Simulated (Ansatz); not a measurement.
# SnO2 (Pmmm) in Ansatz: reference runs

How does SnO2 come out in PBE? The cell is run as given and disturbed.

Everything below comes from runs of Ansatz 0.2.0. Logs are shortened: lines on timing, memory, paths and dates and some standing lists are left out, and cuts for length are marked.

### Step 1. The crystal as given

The structure is orthorhombic, space group Pmmm (No. 47). Conventional cell: a = 3.023 Å, b = 4.965 Å, c = 5.977 Å, α = 90.00°, β = 90.00°, γ = 90.00°. Sn (site symmetry mmm) is surrounded by 4 O at 2.02 Å. O (site symmetry mm2) has 2 Sn at 2.02 Å as nearest neighbours.

The cell was built by a generator and needn't be a form met in nature.

### Step 2. Single point, PBE

input.yaml

```yaml
crystal:
  lattice:
    - [3.02327, 0.0, 0.0]
    - [0.0, 4.96468, 0.0]
    - [0.0, 0.0, 5.97696]
  atoms:
    - { symbol: Sn, position: [0.5, 0.5, 0.0] }
    - { symbol: O, position: [0.0, 0.5, 0.77572] }
    - { symbol: O, position: [0.0, 0.5, 0.22428] }
kpoints:
  mp_grid: { grid: [9, 6, 5] }
scf:
  occupations: { method: fermi_dirac, width: 0.05 }
hamiltonian:
  xc: pbe
  pseudopotentials: { kind: all_electron, lapw: { basis_error: 0.001 } }
output:
  forces: true
  stress: true
  eigenvalues: true
  populations: true
```

Potentials or basis: all-electron LAPW, scalar-relativistic.

On the command line:

```sh
ansatz run input.yaml --threads 2 --pin off --max-ram 6144MiB --backend cpu --events-out ev --progress --plain --runs-dir out
```

Log:

```text
Warning: RAYON_NUM_THREADS=2 ignored (pool sized by the plan → 2); use --threads N
Sn: projections on atomic orbitals take those of the free atom 1s2 2s2 2p6 3s2 3p6 3d10 4s2 4p6 4d10 5s2 5p2, of charge +0.00 (hamiltonian.pseudopotentials.projection_atoms)
O: projections on atomic orbitals take those of the free atom 1s2 2s2 2p4, of charge +0.00 (hamiltonian.pseudopotentials.projection_atoms)
LAPW: plane waves up to 10.570 Å⁻¹, error target 1.0e-3 eV per atom; small_component_spin mean_spin; O in spheres of 0.890 Å, 8 of its electrons in bands, Dirac shells []; Sn in spheres of 1.131 Å, 32 of its electrons in bands, Dirac shells [] (how accurate: hamiltonian.pseudopotentials.lapw.basis_error, Limitations)
Engine: ansatz 0.2.0, x86_64-unknown-linux-gnu
Pseudopotentials: kind: all_electron
Pseudopotential: Sn, LAPW, valence charge 32, lapw/all_electron/scalar/gaussian/Sn, Koelling and Harmon's equation, gaussian nucleus
Pseudopotential: O, LAPW, valence charge 8, lapw/all_electron/scalar/gaussian/O, Koelling and Harmon's equation, gaussian nucleus
Functional definition: PBE
  parameter kappa = 0.804
  parameter beta = 0.06672455060314922
  exchange = pbe_x(kappa = kappa, mu = beta*pi^2/3)
  correlation = pbe_c(beta = beta)
Crystal: 3 atoms, lattice volume = 89.712 Å³
Basis set: ecut = 425.6324111219111 eV, 1783 PW (Γ), exchange–correlation at level 2
Bands: 29, of which v1, the nominal top of the filled ones, is band 24 counted from 1 (23 counted from 0)
Symmetry: 8 space group operations
Space group: Pmmm (ITA 47), of the structure as read, at distance tolerance 4.5e-5 Å
k-points: 60 of 270
Non-local potential: Sn, projectors of the file, none
Non-local potential: O, projectors of the file, none
Initial density: superposition of atomic densities (chi_scale 0.1, normalization cell, long waves kept (reshape's long-wave potential 0.47 eV rms))
Initial wavefunctions: plane waves of lowest kinetic energy (no species holds an atomic orbital)
Functional: x = pbe(κ = 0.804, μ = 0.2195149727645171), c = pbe(β = 0.06672455060314922)
iter 1 solved again at ethr=2.36e-2 eV; its pass at ethr=1.00e-1 eV (dr2=1.13e1 eV) is discarded
SCF iter   1: F=—  HF=-172187.975888 eV  |F-HF|=—  |Δ(HF+E_count)|=         —  Δρ=8.63e-2  dr2=1.13e1  ethr=2.36e-2  ⟨swp⟩=2.0  Hψ=10495  notcnv=0
preconditioner: auto → Resta (q_TF=auto, 2.458 Å⁻¹)  ε∞=2.1  [insulator: Δε(μ)=3.922 eV  Ē_g=18.936 eV  σ=0.050 eV  W_gap=1.00  n_scr=24 (ndim 8)  ℏωp=20.0 eV  f_vac=0.495  D(μ)=0.00/eV (n_scr^D=0)  ε∞_Penn≈2.1]
iter 2 solved again at ethr=1.22e-3 eV; its pass at ethr=2.36e-2 eV (dr2=5.84e-1 eV) is discarded
SCF iter   2: F=—  HF=-172184.444562 eV  |F-HF|=—  |Δ(HF+E_count)|=    3.53e0  Δρ=2.99e-2  dr2=5.85e-1  ethr=1.22e-3  ⟨swp⟩=2.0  Hψ=9071  notcnv=0  defer=1
SCF iter   3: F=—  HF=-172183.736362 eV  |F-HF|=—  |Δ(HF+E_count)|=   7.08e-1  Δρ=1.49e-2  dr2=4.44e-1  ethr=1.22e-3  ⟨swp⟩=3.0  Hψ=5877  notcnv=0  defer=1
SCF iter   4: F=—  HF=-172183.634356 eV  |F-HF|=—  |Δ(HF+E_count)|=         —  Δρ=5.49e-3  dr2=3.73e-2  ethr=9.25e-4  ⟨swp⟩=3.0  Hψ=5250  notcnv=0
the basis was enlarged: its passes take 1.1 MiB over the memory plan, 2 of 2 planned eigensolver slots
SCF iter   5: F=—  HF=-172183.621742 eV  |F-HF|=—  |Δ(HF+E_count)|=   1.26e-2  Δρ=2.07e-3  dr2=4.54e-3  ethr=7.77e-5  ⟨swp⟩=2.0  Hψ=5275  notcnv=0
SCF iter   6: F=—  HF=-172183.621245 eV  |F-HF|=—  |Δ(HF+E_count)|=   4.97e-4  Δρ=5.13e-4  dr2=7.17e-4  ethr=9.45e-6  ⟨swp⟩=3.0  Hψ=5353  notcnv=0
SCF iter   7: F=—  HF=-172183.621253 eV  |F-HF|=—  |Δ(HF+E_count)|=   8.13e-6  Δρ=1.56e-4  dr2=5.94e-5  ethr=1.49e-6  ⟨swp⟩=2.8  Hψ=5082  notcnv=0
SCF iter   8: F=—  HF=-172183.621263 eV  |F-HF|=—  |Δ(HF+E_count)|=   9.69e-6  Δρ=2.21e-5  dr2=8.55e-7  ethr=1.24e-7  ⟨swp⟩=3.0  Hψ=5165  notcnv=0
SCF iter   9: F=-172183.621263 eV  HF=-172183.621263 eV  |F-HF|=3.64e-9  |Δ(HF+E_count)|=   3.67e-7  Δρ=2.81e-6  dr2=1.25e-8  ethr=1.78e-9  ⟨swp⟩=3.0  Hψ=5302  notcnv=0
SCF 1 converged in 9 iterations: F = -172183.621263 eV  dr2 = 1.25e-8
SCF converged after 9 iterations
Free energy (F): -172183.621263 eV
Harris-Foulkes:  -172183.621263 eV  (|F-HF|=3.64e-9)
Internal energy: -172183.621263 eV  (E = F + TS)
E sigma→0 (E₀):  -172183.621263 eV
Entropy (-TS):   -0.000000 eV (-0.000 meV/atom)
Fermi energy:    1.633362 eV
--- Per-component energies (eV) ---
  E_band       = -7712.147148
  E_kinetic    = 180870.521782
  E_xc         = -4961.808812
  E_electrostatic = -348092.334233  (all electrons and nuclei)
  E_smearing   = -0.000000  (= −TS)
  E_closure    = 0.000000  (closes the sum)
  E_atoms      = -172167.417352  (free atoms, spherical and without spin; not in F)
  Σ components = -172183.621263   (vs F -172183.621263, Δ=0.00e0)
  Basis errors (estimates in eV, not in F): energy 5.2e-4 per atom: plane waves 4.7e-4 (3.0e-4 summed), levels above the bands 2.2e-80, relativity 1.8e-7, radial functions 4.2e-5, core shells 4.9e-7; eigenvalues (radial functions only) 4.0e-6; not estimated: angular momenta, meshes, grids; target (lapw.basis_error) 1.0e-3; muffin-tin radii O 0.890 Å, Sn 1.131 Å
--- Forces (eV/Å), atoms counted from 1 ---
  atom   1  Sn    -0.00000000     0.00000000     0.00000000
  atom   2  O      0.00000000     0.00000000     0.00564306
  atom   3  O      0.00000000     0.00000000    -0.00564306
  max |Σ_I F_I| component: 1.58e-30 eV/Å
--- Stress (GPa, compression-positive) ---
        0.448059       0.000000       0.000000
        0.000000       0.509366       0.000000
        0.000000       0.000000       0.417103
  P = ⅓ Tr σ = 0.4582 GPa (4.582 kbar)
--- Band table (eV; the first three rows and the last of 60) ---
  k-point 0: bands = ["-503.6063", "-503.6063", "-466.6020", "-466.5625", "-466.5440", "-466.4225", "-466.4097", "-127.4934", "-83.5421", "-83.1883", "-83.1728", "-20.3951", "-19.6547", "-19.5835", "-19.5392", "-19.5368", "-16.2087", "-15.6700", "-3.9801", "-1.8608", "-1.3740", "-0.0519", "0.1268", "0.3580", "2.2316", "5.6319", "7.3084", "7.7176", "9.5936"]
  k-point 1: bands = ["-503.6063", "-503.6063", "-466.6020", "-466.5625", "-466.5440", "-466.4225", "-466.4097", "-127.4934", "-83.5421", "-83.1883", "-83.1728", "-20.3946", "-19.6547", "-19.5835", "-19.5392", "-19.5367", "-16.2002", "-15.6824", "-3.9157", "-1.8449", "-1.3674", "-0.0801", "-0.0603", "0.3484", "2.3939", "5.6439", "6.8597", "7.8755", "10.0711"]
  k-point 2: bands = ["-503.6063", "-503.6063", "-466.6020", "-466.5625", "-466.5440", "-466.4225", "-466.4097", "-127.4934", "-83.5421", "-83.1883", "-83.1728", "-20.3938", "-19.6547", "-19.5835", "-19.5393", "-19.5366", "-16.1856", "-15.7033", "-3.8037", "-1.8182", "-1.3566", "-0.3384", "-0.1265", "0.3327", "2.6346", "5.6630", "6.3728", "8.0323", "10.5043"]
  k-point 59: bands = ["-503.6063", "-503.6063", "-466.6020", "-466.5625", "-466.5440", "-466.4225", "-466.4097", "-127.4930", "-83.5415", "-83.1875", "-83.1821", "-20.4406", "-19.8081", "-19.7322", "-19.6285", "-19.2622", "-16.0500", "-13.8746", "-5.6947", "-3.0817", "-2.2387", "-0.3945", "0.0169", "0.5488", "3.7810", "5.0771", "9.5552", "9.6216", "10.3483"]
--- Löwdin populations: 3 sites ---
  site symbol       q [e]
     0     Sn     48.4143
     1      O      8.7103
     2      O      8.7103
  spilling = 0.002500 (of n_electrons = 66.000000)
```

Wall time 16 s (2 threads of Intel Xeon 6975P-C (Granite Rapids), shared host); peak memory 0.78 GiB.

Results:

```
Free energy            : -172183.6213 eV
Pressure               : 0.5 GPa
Largest force          : 0.006 eV/Å
Band gap on the k mesh : 1.32 eV, indirect (least direct gap 1.87 eV)
Loewdin charges        : Sn +1.59; O -0.71 e
```

Forces in eV/Å, atoms in the order of the input:
```
Sn   0.000  0.000  0.000
O    0.000  0.000  0.006
O    0.000  0.000 -0.006
```

Caveat: the atomic charges don't sum to the cell's charge; spin-orbit coupling is left out, which moves the levels of the heavy elements; an odd mesh through Γ misses points on the zone boundary, where band edges often lie. As with any semilocal functional, this PBE gap is likely too small.

### Step 3. Equation of state, PBE

Potentials or basis: all-electron LAPW, scalar-relativistic.

No new run: the results of the series are fitted here.

What came out:

```
Equilibrium volume                        : 30.14 Å³/atom
Bulk modulus at fixed shape and positions : 57 GPa
Pressure derivative of the bulk modulus   : 4.6
```

Energy against volume, from the lowest point:
```tsv
volume (Å³/atom)	energy (meV/atom)
28.110	27.36
28.708	12.92
29.306	3.99
29.904	0.00
30.502	0.41
31.100	4.76
31.698	12.63
```

Caveat: the cell was scaled at fixed shape and fractional positions, which overstates the stiffness of a crystal with free parameters, most of all of layers and chains.

### Step 4. Single point, PBE (atoms moved at random, drawn with an rms of 0.05 Å)

Edit input.yaml of step 2 so:

```diff
@@ -6,5 +6,5 @@
   atoms:
-    - { symbol: Sn, position: [0.5, 0.5, 0.0] }
-    - { symbol: O, position: [0.0, 0.5, 0.77572] }
-    - { symbol: O, position: [0.0, 0.5, 0.22428] }
+    - { symbol: Sn, position: [0.507468, 0.499173, -0.000873] }
+    - { symbol: O, position: [-0.004385, 0.50886, 0.767437] }
+    - { symbol: O, position: [-0.013029, 0.494735, 0.225978] }
 kpoints:
```

Potentials or basis: all-electron LAPW, scalar-relativistic.

On the command line:

```sh
ansatz run input.yaml --threads 2 --pin off --max-ram 6144MiB --backend cpu --events-out ev --progress --plain --runs-dir out
```

Log:

```text
Warning: RAYON_NUM_THREADS=2 ignored (pool sized by the plan → 2); use --threads N
Sn: projections on atomic orbitals take those of the free atom 1s2 2s2 2p6 3s2 3p6 3d10 4s2 4p6 4d10 5s2 5p2, of charge +0.00 (hamiltonian.pseudopotentials.projection_atoms)
O: projections on atomic orbitals take those of the free atom 1s2 2s2 2p4, of charge +0.00 (hamiltonian.pseudopotentials.projection_atoms)
LAPW: plane waves up to 10.770 Å⁻¹, error target 1.0e-3 eV per atom; small_component_spin mean_spin; O in spheres of 0.873 Å, 8 of its electrons in bands, Dirac shells []; Sn in spheres of 1.112 Å, 32 of its electrons in bands, Dirac shells [] (how accurate: hamiltonian.pseudopotentials.lapw.basis_error, Limitations)
[... 2 set-up lines as earlier in the session ...]
[... 62 lines left out ...]
  k-point 1: bands = ["-503.7039", "-503.6576", "-466.6550", "-466.6159", "-466.6008", "-466.4826", "-466.4703", "-127.5378", "-83.5786", "-83.2294", "-83.2214", "-20.3620", "-19.6827", "-19.6225", "-19.5702", "-19.5628", "-16.1620", "-15.6297", "-4.0503", "-1.7589", "-1.2204", "-0.1473", "-0.0651", "0.3478", "2.3495", "5.4901", "6.8523", "7.7999", "10.1048"]
  k-point 2: bands = ["-503.7039", "-503.6576", "-466.6550", "-466.6159", "-466.6008", "-466.4826", "-466.4703", "-127.5378", "-83.5786", "-83.2294", "-83.2214", "-20.3612", "-19.6827", "-19.6225", "-19.5702", "-19.5628", "-16.1452", "-15.6533", "-3.9320", "-1.7294", "-1.2082", "-0.4378", "-0.1199", "0.3298", "2.6060", "5.5099", "6.3672", "7.9562", "10.5144"]
  k-point 135: bands = ["-503.7039", "-503.6576", "-466.6550", "-466.6159", "-466.6008", "-466.4826", "-466.4703", "-127.5374", "-83.5781", "-83.2338", "-83.2253", "-20.4033", "-19.8348", "-19.7675", "-19.6574", "-19.3010", "-15.9601", "-13.9376", "-5.6162", "-2.9667", "-2.4027", "-0.3021", "0.1233", "0.6953", "4.2255", "4.8177", "7.7450", "10.3858", "11.2189"]
--- Löwdin populations: 3 sites ---
  site symbol       q [e]
     0     Sn     48.4426
     1      O      8.6942
     2      O      8.6998
  spilling = 0.002476 (of n_electrons = 66.000000)
```

populations.tsv:

```text
# site	symbol	l	j	q
# orbitals = lowdin
# n_electrons = 66.000000
# spilling = 0.002476
# projection_atom_Sn: 1s2 2s2 2p6 3s2 3p6 3d10 4s2 4p6 4d10 5s2 5p2
# projection_atom_O: 1s2 2s2 2p4
0	Sn	0_1S	-	1.999999
0	Sn	0_2S	-	1.999958
0	Sn	0_3S	-	1.999360
0	Sn	0_4S	-	1.990662
0	Sn	0_5S	-	1.063768
0	Sn	1_2P	-	6.000000
0	Sn	1_3P	-	5.999961
0	Sn	1_4P	-	5.995091
0	Sn	1_5P	-	1.405415
0	Sn	2_3D	-	9.999999
0	Sn	2_4D	-	9.988346
1	O	0_1S	-	1.998478
1	O	0_2S	-	1.822304
1	O	1_2P	-	4.873406
2	O	0_1S	-	1.998388
2	O	0_2S	-	1.814097
2	O	1_2P	-	4.887360
```

Wall time 74 s (2 threads of Intel Xeon 6975P-C (Granite Rapids), shared host); peak memory 1.1 GiB.

What came out:

- Free energy: -172183.5741 eV
- Pressure: -0.8 GPa
- Largest force: 1.087 eV/Å
- Band gap on the k mesh: 1.33 eV, indirect (least direct gap 1.82 eV)
- Loewdin charges: Sn +1.56; O -0.69, -0.70 e

Forces on the atoms (eV/Å):
```
Sn  -0.980  0.075 -0.466
O    0.383 -0.034  0.786
O    0.597 -0.041 -0.320
```

Levels at points of the mesh, in eV from the valence-band top:
```tsv
k point	band 21	band 22	band 23	band 24	band 25	band 26	band 27	band 28
(0.00, 0.00, 0.00)	-2.07	-0.89	-0.78	-0.48	1.33	4.63	6.46	6.80
(0.00, -0.50, 0.00)	-2.07	-0.98	-0.78	-0.48	2.05	3.23	7.41	7.83
```

Caveat: the atomic charges don't sum to the cell's charge; spin-orbit coupling is left out, which moves the levels of the heavy elements; an odd mesh through Γ misses points on the zone boundary, where band edges often lie.

### Step 5. The runs side by side

| task | cell | cutoff (eV) | gap on the mesh (eV) | pressure (GPa) | largest force (eV/Å) |
| --- | --- | --- | --- | --- | --- |
| single point | as given | 426 | 1.32 | 0.5 | 0.01 |
| equation of state | as given | - | - | - | - |
| single point | atoms moved at random, drawn with an rms of 0.05 Å | 442 | 1.33 | -0.8 | 1.09 |

Alike in all rows: level PBE; potentials or basis all-electron LAPW, scalar-relativistic; no spin polarisation; k mesh 9 × 6 × 5; smearing fermi-dirac 0.05 eV; basis error allowed 0.001 eV/atom.

Caveats: spin-orbit coupling is left out, which moves the levels of the heavy elements (some runs); an odd mesh through Γ misses points on the zone boundary, where band edges often lie (some runs); the cell was scaled at fixed shape and fractional positions, which overstates the stiffness of a crystal with free parameters, most of all of layers and chains (some runs).

Compare energies only between runs with the same functional and basis.
